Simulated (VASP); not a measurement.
# Mn (P6_3/mmc) in VASP: notebook

The runs below take Mn through single point, with PBE.

All numbers are computed with VASP 6.6.1; they aren't measurements. Logs are shortened: lines on timing, memory, paths and dates and some standing lists are left out, and cuts for length are marked.

### Step 1. The crystal as given

The structure is hexagonal, space group P6_3/mmc (No. 194). The conventional cell has a = 2.484 Å, b = 2.484 Å, c = 4.026 Å, α = 90.00°, β = 90.00°, γ = 120.00°. Mn (site symmetry -6m2) has 12 Mn at 2.47 to 2.48 Å as nearest neighbours.

This isn't the form of Mn at room conditions, which is a 58-atom cubic cell.

### Step 2. Single point, PBE, collinear spin, typed start

Input file INCAR:

```
SYSTEM = Mn
PREC = Accurate
ENCUT = 520
EDIFF = 1E-6
ISMEAR = -1
SIGMA = 0.05
LREAL = .False.
LASPH = .True.
NELM = 150
ALGO = Normal
ISIF = 2
LWAVE = .False.
LCHARG = .False.
ISPIN = 2
MAGMOM = 4 4
LORBIT = 11
LMAXMIX = 4
GGA = PE
NBANDS = 24
```

Input file KPOINTS:

```
regular mesh
0
Gamma
  12 12 7
  0 0 0
```

Input file POSCAR:

```
Mn
1.0
    2.4836457705      0.0000000000      0.0000000000
   -1.2418228853      2.1509003313      0.0000000000
    0.0000000000      0.0000000000      4.0261950000
Mn
2
Direct
    0.3333333333      0.6666666667      0.2500000000
    0.6666666667      0.3333333333      0.7500000000
```

Potentials or basis: VASP PAW PBE potentials, release 64 (Mn_pv).

Run with:

```console
> cat potpaw_PBE.64/Mn_pv/POTCAR > POTCAR
> mpirun -np 1 vasp_std > vasp.out
```

OUTCAR:

```text
SYSTEM = Mn
   PREC = Accurate
   ENCUT = 520
   EDIFF = 1E-6
   ISMEAR = -1
   LREAL = .False.
   LASPH = .True.
   NELM = 150
   ISIF = 2
   ISPIN = 2
   LORBIT = 11
   GGA = PE

 ion  position               nearest neighbor table
   1  0.333  0.667  0.250-   2 2.47   2 2.47   2 2.47   2 2.47   2 2.47   2 2.47
   2  0.667  0.333  0.750-   1 2.47   1 2.47   1 2.47   1 2.47   1 2.47   1 2.47

  LATTYP: Found a hexagonal cell.
 ALAT       =     2.4836457705
 C/A-ratio  =     1.6210826229

  Lattice vectors:

 A1 = (   2.4836457705,   0.0000000000,   0.0000000000)
 A2 = (  -1.2418228853,   2.1509003313,   0.0000000000)
 A3 = (   0.0000000000,   0.0000000000,   4.0261950000)

Analysis of symmetry for initial positions (statically):
=====================================================================
 Subroutine PRICEL returns:
 Original cell was already a primitive cell.

 Routine SETGRP: Setting up the symmetry group for a
 hexagonal supercell.

 Subroutine GETGRP returns: Found 24 space group operations
 (whereof 12 operations were pure point group operations)
 out of a pool of 24 trial point group operations.

The static configuration has the point symmetry D_3d.
 The point group associated with its full space group is D_6h.

Analysis of symmetry for dynamics (positions and initial velocities):
=====================================================================
 Subroutine PRICEL returns:
 Original cell was already a primitive cell.

 Routine SETGRP: Setting up the symmetry group for a
 hexagonal supercell.

 Subroutine GETGRP returns: Found 24 space group operations
 (whereof 12 operations were pure point group operations)
 out of a pool of 24 trial point group operations.

The dynamic configuration has the point symmetry D_3d.
 The point group associated with its full space group is D_6h.

Analysis of structural, dynamic, and magnetic symmetry:
=====================================================================
 Subroutine PRICEL returns:
 Original cell was already a primitive cell.

 Routine SETGRP: Setting up the symmetry group for a
 hexagonal supercell.

 Subroutine GETGRP returns: Found 24 space group operations
 (whereof 12 operations were pure point group operations)
 out of a pool of 24 trial point group operations.

The overall configuration has the point symmetry D_3d.
 The point group associated with its full space group is D_6h.

 Subroutine INISYM returns: Found 24 space group operations
 (whereof 12 operations are pure point group operations),
 and found     1 'primitive' translations

----------------------------------------------------------------------------------------

                                     Primitive cell

  volume of cell :      21.5082

  direct lattice vectors                    reciprocal lattice vectors
     2.483645770  0.000000000  0.000000000     0.402633907  0.232460795  0.000000000
    -1.241822885  2.150900331  0.000000000     0.000000000  0.464921589  0.000000000
     0.000000000  0.000000000  4.026195000     0.000000000  0.000000000  0.248373464

  length of vectors
     2.483645770  2.483645771  4.026195000     0.464921589  0.464921589  0.248373464

  position of ions in fractional coordinates (direct lattice)
     0.333333333  0.666666667  0.250000000
     0.666666667  0.333333333  0.750000000

  ion indices of the primitive-cell ions
   primitive index   ion index
                 1           1
                 2           2

----------------------------------------------------------------------------------------

 KPOINTS: regular mesh

Automatic generation of k-mesh.
 Grid dimensions read from file:
 generate k-points for:   12   12    7

 Generating k-lattice:

  Cartesian coordinates                     Fractional coordinates (reciprocal lattice)
     0.033552826  0.019371733  0.000000000     0.083333333  0.000000000  0.000000000
     0.000000000  0.038743466  0.000000000     0.000000000  0.083333333  0.000000000
     0.000000000  0.000000000  0.035481923     0.000000000  0.000000000  0.142857143

  Length of vectors
     0.038743466  0.038743466  0.035481923

  Shift w.r.t. Gamma in fractional coordinates (k-lattice)
     0.000000000  0.000000000  0.000000000

 Subroutine IBZKPT returns following result:
 ===========================================

 Found     76 irreducible k-points:

 Following reciprocal coordinates:
            Coordinates               Weight
  0.000000  0.000000  0.000000      1.000000
  0.083333 -0.000000  0.000000      6.000000
  0.166667  0.000000  0.000000      6.000000
  0.250000  0.000000  0.000000      6.000000
  0.333333  0.000000  0.000000      6.000000
  0.416667  0.000000  0.000000      6.000000
[... 16 lines left out ...]
  0.250000  0.000000  0.142857     12.000000
  0.333333  0.000000  0.142857     12.000000
 [... further k-points ...]
   k-points           NKPTS =     76   k-points in BZ     NKDIM =     76   number of bands    NBANDS=     24
   number of dos      NEDOS =    301   number of ions     NIONS =      2
   total plane-waves  NPLWV =   9720
   dimension x,y,z NGX =    18 NGY =   18 NGZ =   30
   dimension x,y,z NGXF=    36 NGYF=   36 NGZF=   60
   ions per type =               2
   NGX,Y,Z   is equivalent  to a cutoff of  12.05, 12.05, 12.39 a.u.
   NGXF,Y,Z  is equivalent  to a cutoff of  24.10, 24.10, 24.77 a.u.
 SYSTEM =  Mn
   PREC   = accura    normal or accurate (medium, high low for compatibility)
   ISTART =      0    job   : 0-new  1-cont  2-samecut
   ICHARG =      2    charge: 1-file 2-atom 10-const
   ISPIN  =      2    spin polarized calculation?
   LNONCOLLINEAR =      F non collinear calculations
   LSORBIT =      F    spin-orbit coupling
   LASPH  =      T    aspherical Exc in radial PAW
   ENCUT  =  520.0 eV  38.22 Ry    6.18 a.u.   4.62  4.62  7.49*2*pi/ulx,y,z
   NELM   =    150;   NELMIN=  2; NELMDL= -5     # of ELM steps
   EDIFF  = 0.1E-05   stopping-criterion for ELM
   LREAL  =      F    real-space projection
   EDIFFG = 0.1E-04   stopping-criterion for IOM
   NSW    =      0    number of steps for IOM
   IBRION =     -1    ionic relax: 0-MD 1-quasi-New 2-CG
   NFREE  =      0    steps in history (QN), initial steepest desc. (CG)
   ISIF   =      2    stress and relaxation
   ISYM   =      2    0-nonsym 1-usesym 2-fastsym
   POTIM  = 0.5000    time-step for ionic-motion
   TEBEG  =    0.0;   TEEND  =   0.0 temperature during run
   PSTRESS=    0.0 pullay stress
   NELECT =      26.0000    total number of electrons
   NUPDOWN=      -1.0000    fix difference up-down
   EMIN   =  10.00;   EMAX   =-10.00  energy-range for DOS
   EFERMI =   0.00;   METHOD = LEGACY
   ISMEAR =    -1;   SIGMA  =   0.05  broadening in eV -4-tet -1-fermi 0-gaus
   EFERMI_NEDOS =   21; number of points for ismear=-14 and -15
   IALGO  =     38    algorithm
   IMIX   =      4    mixing-type and parameters
     AMIX     =   0.40;   BMIX     =  1.00
     AMIX_MAG =   1.60;   BMIX_MAG =  1.00
  volume/ion in A,a.u.               =      10.75        72.57
  Fermi-wavevector in a.u.,A,eV,Ry     =   1.743938  3.295565 41.379665  3.041320
  Thomas-Fermi vector in A             =   2.815914
   LORBIT       =     11    0 simple, 1 ext, 2 COOP (PROOUT), +10 PAW based schemes
   GGA     = PE    functional components
   LHFCALC =     F    Hartree Fock is set to
   AEXX    =    0.0000 exact exchange contribution
   IVDW    =     0    specifies the selected vdW correction
   LEPSILON=     F    determine dielectric tensor
   LRPA    =     F    only Hartree local field effects (RPA)
 spin polarized calculation
  energy-cutoff  :      520.00
  volume of cell :       21.51
 maximum number of plane-waves:       590
   NGX =  9   NGY =  9   NGZ = 15

 number of electron      26.0000029 magnetization      -0.0002899

 number of electron      26.0000029 magnetization       0.0004763

 Free energy of the ion-electron system (eV)
  ---------------------------------------------------
  ext. energy  EPLUGINS =         0.00000000
  ---------------------------------------------------
  free energy    TOTEN  =       -17.89866447 eV

  energy without entropy =      -17.87642607  energy(sigma->0) =      -17.88754527

 E-fermi :  10.3473     XC(G=0): -14.0156

 val. band max:       10.3441380145   @ k =   0.4167   0.1667   0.2857
 cond. band min:      10.3522048442   @ k =   0.2500   0.0000   0.4286
 fundamental gap:      0.0080668297
 Fermi energy:        10.3473249283

 spin component 1

 k-point     1 :       0.0000    0.0000    0.0000
  band No.  band energies     occupation
      1     -37.9173      1.00000
      2     -37.2585      1.00000
      3     -37.2585      1.00000
      4     -37.1553      1.00000
      5     -37.1553      1.00000
      6     -37.1479      1.00000
[... 16 lines left out ...]
     23      36.7640      0.00000
     24      36.7640      0.00000

 k-point     2 :       0.0833   -0.0000    0.0000
  band No.  band energies     occupation
      1     -37.9001      1.00000
      2     -37.2964      1.00000
      3     -37.2707      1.00000
      4     -37.1945      1.00000
      5     -37.1609      1.00000
      6     -37.1543      1.00000
[... 16 lines left out ...]
     23      34.5400      0.00000
     24      36.1290      0.00000

 k-point     3 :       0.1667    0.0000    0.0000
  band No.  band energies     occupation
      1     -37.8511      1.00000
      2     -37.4002      1.00000
      3     -37.3028      1.00000
      4     -37.2998      1.00000
      5     -37.1772      1.00000
      6     -37.1739      1.00000
[... 16 lines left out ...]
     23      33.7842      0.00000
     24      34.7273      0.00000
[... 514 lines left out ...]
 k-point    23 :       0.2500    0.0000    0.1429
  band No.  band energies     occupation
      1     -37.7684      1.00000
      2     -37.5238      1.00000
      3     -37.4595      1.00000
      4     -37.3380      1.00000
      5     -37.2163      1.00000
      6     -37.2079      1.00000
[... 16 lines left out ...]
     23      32.1937      0.00000
     24      33.9382      0.00000

 k-point    24 :       0.3333    0.0000    0.1429
  band No.  band energies     occupation
      1     -37.7535      1.00000
      2     -37.6237      1.00000
      3     -37.5741      1.00000
      4     -37.3783      1.00000
      5     -37.2545      1.00000
      6     -37.2333      1.00000
[... 16 lines left out ...]
     23      30.8739      0.00000
     24      33.1811      0.00000

 [... further k-points ...]

 spin component 2

 k-point     1 :       0.0000    0.0000    0.0000
  band No.  band energies     occupation
      1     -37.9170      1.00000
      2     -37.2583      1.00000
      3     -37.2583      1.00000
      4     -37.1550      1.00000
      5     -37.1550      1.00000
      6     -37.1477      1.00000
[... 16 lines left out ...]
     23      36.7640      0.00000
     24      36.7640      0.00000

 k-point     2 :       0.0833   -0.0000    0.0000
  band No.  band energies     occupation
      1     -37.8999      1.00000
      2     -37.2961      1.00000
      3     -37.2704      1.00000
      4     -37.1942      1.00000
      5     -37.1607      1.00000
      6     -37.1541      1.00000
[... 16 lines left out ...]
     23      34.5400      0.00000
     24      36.1290      0.00000

 k-point     3 :       0.1667    0.0000    0.0000
  band No.  band energies     occupation
      1     -37.8508      1.00000
      2     -37.3999      1.00000
      3     -37.3025      1.00000
      4     -37.2996      1.00000
      5     -37.1769      1.00000
      6     -37.1737      1.00000
[... 16 lines left out ...]
     23      33.7843      0.00000
     24      34.7274      0.00000
[... 514 lines left out ...]
 k-point    23 :       0.2500    0.0000    0.1429
  band No.  band energies     occupation
      1     -37.7682      1.00000
      2     -37.5235      1.00000
      3     -37.4593      1.00000
      4     -37.3377      1.00000
      5     -37.2160      1.00000
      6     -37.2076      1.00000
[... 16 lines left out ...]
     23      32.1938      0.00000
     24      33.9383      0.00000

 k-point    24 :       0.3333    0.0000    0.1429
  band No.  band energies     occupation
      1     -37.7533      1.00000
      2     -37.6234      1.00000
      3     -37.5738      1.00000
      4     -37.3780      1.00000
      5     -37.2543      1.00000
      6     -37.2330      1.00000
[... 16 lines left out ...]
     23      30.8740      0.00000
     24      33.1812      0.00000

 [... further k-points ...]

------------------------ aborting loop because EDIFF is reached ----------------------------------------

  FORCE on cell =-STRESS in cart. coord.  units (eV):
  Direction    XX          YY          ZZ          XY          YZ          ZX
  --------------------------------------------------------------------------------------
  -------------------------------------------------------------------------------------
  Total       -0.1536707     -0.1536707     -0.2110216      0.0000000     -0.0000000      0.0000000
  in kB      -11.4471377    -11.4471377    -15.7192809      0.0000000     -0.0000000      0.0000000
  external PRESSURE =     -12.8711854 kB  Pullay stress =       0.0000000 kB

 VOLUME and BASIS-vectors are now :
 -----------------------------------------------------------------------------
  energy-cutoff  :      520.00
  volume of cell :       21.51
      direct lattice vectors                 reciprocal lattice vectors
     2.483645770  0.000000000  0.000000000     0.402633907  0.232460795  0.000000000
    -1.241822885  2.150900331  0.000000000     0.000000000  0.464921589  0.000000000
     0.000000000  0.000000000  4.026195000     0.000000000  0.000000000  0.248373464

 POSITION                                       TOTAL-FORCE (eV/Angst)
 -----------------------------------------------------------------------------------
     -0.00000      1.43393      1.00655        -0.000000      0.000000      0.000000
      1.24182      0.71697      3.01965         0.000000      0.000000      0.000000
 -----------------------------------------------------------------------------------
    total drift:                               -0.000000      0.000000     -0.000000

  FREE ENERGIE OF THE ION-ELECTRON SYSTEM (eV)
  ---------------------------------------------------
  free  energy   TOTEN  =       -17.8986644676 eV

  energy  without entropy=      -17.8764260724  energy(sigma->0) =      -17.88754527

 total charge

# of ion       s       p       d       tot
------------------------------------------
    1        0.427   6.400   5.156  11.983
    2        0.427   6.400   5.156  11.983
--------------------------------------------------
tot          0.853  12.801  10.312  23.966

 magnetization (x)

# of ion       s       p       d       tot
------------------------------------------
    1       -0.000   0.000   0.000   0.000
    2       -0.000   0.000   0.000   0.000
--------------------------------------------------
tot         -0.000   0.000   0.000   0.000
```

Run time: 39 s. Hardware: 1 thread of Intel Xeon Platinum 8559C (Emerald Rapids), shared host; peak memory 0.17 GiB.

What came out:

* Free energy: -17.8987 eV
* Pressure: -1.3 GPa
* Band gap on the k mesh: none (metal or under the smearing width)
* Net moment: 0.00 μB per cell
* Valence electrons inside the program's atomic spheres: Mn 11.98

Stress tensor (GPa, compression positive):
```
-1.14  0.00  0.00
 0.00 -1.14  0.00
 0.00  0.00 -1.57
```

Levels at points of the mesh, in eV from the Fermi level:
Spin up:
```csv
k point,band 10,band 11,band 12,band 13,band 14,band 15,band 16,band 17
"(0.00, 0.00, 0.00)",-0.94,-0.94,-0.47,-0.47,0.06,0.06,0.72,1.61
"(0.50, 0.00, 0.00)",-1.33,-1.14,-0.93,-0.42,1.82,1.96,2.03,3.58
```
Spin down:
```
           k point  band 11  band 12  band 13  band 14  band 15  band 16
(0.00, 0.00, 0.00)    -0.94    -0.47    -0.47     0.06     0.06     0.72
(0.50, 0.00, 0.00)    -1.14    -0.93    -0.42     1.82     1.96     2.03
```

Caveat: the starting moments collapsed, and a magnetic state may lie lower.

(Part 1 of 2 ends here.)
